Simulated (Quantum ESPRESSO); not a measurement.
# ZnSe (Stilleite) (F-43m) in Quantum ESPRESSO: reference runs, part 2 of 2

Quantum ESPRESSO 7.5. The steps go on from the part before.

### 3 Single point, PBE (atoms moved at random, drawn with an rms of 0.05 Å)

The input, pw.in:

```
&CONTROL
  calculation = 'scf'
  prefix = 'pwscf'
  outdir = './tmp'
  pseudo_dir = './pseudo'
  tprnfor = .true.
  tstress = .true.
  disk_io = 'nowf'
/
&SYSTEM
  ibrav = 0
  nat = 2
  ntyp = 2
  ecutwfc = 55
  ecutrho = 440
  nbnd = 20
  occupations = 'smearing'
  smearing = 'fd'
  degauss = 0.00367493
/
&ELECTRONS
  conv_thr = 4d-10
  electron_maxstep = 120
  mixing_beta = 0.5
/
ATOMIC_SPECIES
Se    78.9710 Se_pbe_v1.uspp.F.UPF
Zn    65.3800 Zn_pbe_v1.uspp.F.UPF
CELL_PARAMETERS angstrom
   0.0000000000    2.8338000000    2.8338000000
   2.8338000000    0.0000000000    2.8338000000
   2.8338000000    2.8338000000    0.0000000000
ATOMIC_POSITIONS crystal
Se     0.7492290000    0.7524180000    0.7487920000
Zn    -0.0092010000   -0.0086460000    0.0078680000
K_POINTS automatic
8 8 8 0 0 0
```

Potentials or basis: SSSP 1.3 efficiency PBE.

The run is started by

```sh
$ OMP_NUM_THREADS=1 pw.x -in pw.in > pw.out
```

pw.out:

```text
This program is part of the open-source Quantum ESPRESSO suite
     for quantum simulation of materials; please cite
         "P. Giannozzi et al., J. Phys.:Condens. Matter 21 395502 (2009);
         "P. Giannozzi et al., J. Phys.:Condens. Matter 29 465901 (2017);
         "P. Giannozzi et al., J. Chem. Phys. 152 154105 (2020);
     in publications or presentations arising from this work. More details at

     Subspace diagonalization in iterative solution of the eigenvalue problem:
     a serial algorithm will be used

     G-vector sticks info
     --------------------
     sticks:   dense  smooth     PW     G-vecs:    dense   smooth      PW
     Sum        1735     859    253                47831    16865    2741

     Using Slab Decomposition

     bravais-lattice index     =            0
     lattice parameter (alat)  =       7.5733  a.u.
     unit-cell volume          =     307.1384 (a.u.)^3
     number of atoms/cell      =            2
     number of atomic types    =            2
     number of electrons       =        26.00
     number of Kohn-Sham states=           20
     kinetic-energy cutoff     =      55.0000  Ry
     charge density cutoff     =     440.0000  Ry
     scf convergence threshold =      4.0E-10
     mixing beta               =       0.5000
     number of iterations used =            8  plain     mixing
     Exchange-correlation= SLA  PW   PBE  PBE
                           (   1   4   3   4   0   0   0)

     celldm(1)=   7.573263  celldm(2)=   0.000000  celldm(3)=   0.000000
     celldm(4)=   0.000000  celldm(5)=   0.000000  celldm(6)=   0.000000

     crystal axes: (cart. coord. in units of alat)
               a(1) = (   0.000000   0.707107   0.707107 )
               a(2) = (   0.707107   0.000000   0.707107 )
               a(3) = (   0.707107   0.707107   0.000000 )

     reciprocal axes: (cart. coord. in units 2 pi/alat)
               b(1) = ( -0.707107  0.707107  0.707107 )
               b(2) = (  0.707107 -0.707107  0.707107 )
               b(3) = (  0.707107  0.707107 -0.707107 )

     PseudoPot. # 1 for Se read from file:
     Se_pbe_v1.uspp.F.UPF
     Pseudo is Ultrasoft + core correction, Zval =  6.0
     Generated by new atomic code, or converted to UPF format
     Using radial grid of  877 points,  6 beta functions with:
                l(1) =   0
                l(2) =   0
                l(3) =   1
                l(4) =   1
                l(5) =   2
                l(6) =   2
     Q(r) pseudized with  8 coefficients,  rinner =    1.300   1.300   1.300
                                                       1.300   1.300

     PseudoPot. # 2 for Zn read from file:
     Zn_pbe_v1.uspp.F.UPF
     Pseudo is Ultrasoft, Zval = 20.0
     Generated by new atomic code, or converted to UPF format
     Using radial grid of  943 points,  6 beta functions with:
                l(1) =   0
                l(2) =   0
                l(3) =   1
                l(4) =   1
                l(5) =   2
                l(6) =   2
     Q(r) pseudized with  8 coefficients,  rinner =    1.100   1.100   1.100
                                                       1.100   1.100

     atomic species   valence    mass     pseudopotential
     Se                6.00    78.97100     Se( 1.00)
     Zn               20.00    65.38000     Zn( 1.00)

     No symmetry found

   Cartesian axes

     site n.     atom                  positions (alat units)
         1        Se     tau(   1) = (   1.0615158   1.0592608   1.0618248  )
         2        Zn     tau(   2) = (  -0.0005501  -0.0009426  -0.0126197  )

     number of k points=   260  Fermi-Dirac smearing, width (Ry)=  0.0037

     Number of k-points >= 100: set verbosity='high' to print them.

     Dense  grid:    47831 G-vectors     FFT dimensions: (  54,  54,  54)

     Smooth grid:    16865 G-vectors     FFT dimensions: (  36,  36,  36)

     Initial potential from superposition of free atoms

     starting charge      25.9998, renormalised to      26.0000
     Starting wfcs are   17 randomized atomic wfcs +    3 random wfcs

     Self-consistent Calculation

     iteration #  1     ecut=    55.00 Ry     beta= 0.50
     Davidson diagonalization with overlap
     ethr =  1.00E-02,  avg # of iterations =  5.2

     Threshold (ethr) on eigenvalues was too large:
     Diagonalizing with lowered threshold

     Davidson diagonalization with overlap
     ethr =  2.87E-04,  avg # of iterations =  1.4

     total energy              =    -505.23894551 Ry
     estimated scf accuracy    <       0.07362004 Ry

     iteration #  2     ecut=    55.00 Ry     beta= 0.50
     Davidson diagonalization with overlap
     ethr =  2.83E-04,  avg # of iterations =  2.2

     total energy              =    -505.25567724 Ry
     estimated scf accuracy    <       0.02049421 Ry

     iteration #  3     ecut=    55.00 Ry     beta= 0.50
     Davidson diagonalization with overlap
     ethr =  7.88E-05,  avg # of iterations =  2.1

     total energy              =    -505.25988469 Ry
     estimated scf accuracy    <       0.00152949 Ry

     iteration #  4     ecut=    55.00 Ry     beta= 0.50
     Davidson diagonalization with overlap
     ethr =  5.88E-06,  avg # of iterations =  4.2

     total energy              =    -505.25999733 Ry
     estimated scf accuracy    <       0.00019491 Ry

     iteration #  5     ecut=    55.00 Ry     beta= 0.50
     Davidson diagonalization with overlap
     ethr =  7.50E-07,  avg # of iterations =  3.8

     total energy              =    -505.26001789 Ry
     estimated scf accuracy    <       0.00000130 Ry

     iteration #  6     ecut=    55.00 Ry     beta= 0.50
     Davidson diagonalization with overlap
     ethr =  4.99E-09,  avg # of iterations =  5.5

     total energy              =    -505.26002040 Ry
     estimated scf accuracy    <       0.00000013 Ry

     iteration #  7     ecut=    55.00 Ry     beta= 0.50
     Davidson diagonalization with overlap
     ethr =  5.00E-10,  avg # of iterations =  2.4

     total energy              =    -505.26002044 Ry
     estimated scf accuracy    <       0.00000002 Ry

     iteration #  8     ecut=    55.00 Ry     beta= 0.50
     Davidson diagonalization with overlap
     ethr =  7.82E-11,  avg # of iterations =  2.5

     total energy              =    -505.26002044 Ry
     estimated scf accuracy    <          1.2E-09 Ry

     iteration #  9     ecut=    55.00 Ry     beta= 0.50
     Davidson diagonalization with overlap
     ethr =  4.67E-12,  avg # of iterations =  4.3

     End of self-consistent calculation

     Number of k-points >= 100: set verbosity='high' to print the bands.

     the Fermi energy is     7.0418 ev

!    total energy              =    -505.26002044 Ry
     estimated scf accuracy    <          2.4E-10 Ry
     smearing contrib. (-TS)   =      -0.00000000 Ry
     internal energy E=F+TS    =    -505.26002044 Ry

     The total energy is F=E-TS. E is the sum of the following terms:
     one-electron contribution =    -470.06881048 Ry
     hartree contribution      =     241.35866313 Ry
     xc contribution           =     -71.95338454 Ry
     ewald contribution        =    -204.59648855 Ry

     convergence has been achieved in   9 iterations

     Forces acting on atoms (cartesian axes, Ry/au):

     atom    1 type  1   force =    -0.00116696    0.00015554   -0.01208952
     atom    2 type  2   force =     0.00116696   -0.00015554    0.01208952

     Total force =     0.017178     Total SCF correction =     0.000003

     Computing stress (Cartesian axis) and pressure

          total   stress  (Ry/bohr**3)                   (kbar)     P=       22.53
   0.00015503   0.00007637  -0.00000111           22.81       11.24       -0.16
   0.00007637   0.00015508   0.00000738           11.24       22.81        1.09
  -0.00000111   0.00000738   0.00014945           -0.16        1.09       21.98

=------------------------------------------------------------------------------=
   JOB DONE.
=------------------------------------------------------------------------------=
```

Run time: 4.3 min. Hardware: 1 thread of Intel Xeon Platinum 8375C at 2.90GHz (Ice Lake), shared host; peak memory 0.38 GiB.

What came out:

| Property | Result |
| --- | --- |
| Free energy | -6874.4128 eV |
| Pressure | 2.3 GPa |
| Largest force | 0.312 eV/Å |
| Band gap on the k mesh | 1.23 eV, direct |

Forces in eV/Å, atoms in the order of the input:
```
Se  -0.030  0.004 -0.311
Zn   0.030 -0.004  0.311
```

### 4 Comparison with measurements

Step 2. Measured gap of ZnSe: 2.695 eV (an exciton energy, a little under the gap; 300 K; “Alloy Disordering Effects on the Thermal Conductivity and Energy Gap Temperature Dependence of Cd1−xZnxSe Ternary Crystals Grown by the Bridgman Method”, 2023, pmc:10253836). This calculation gives 1.28 eV (-1.41 eV). So large a miss can be the level of theory's own, or it may mean another phase, state or a wrong row. Spin-orbit coupling on Se is left out. The value is that of PBE, without temperature or zero-point motion. Semilocal functionals fall short of measured gaps as a rule.
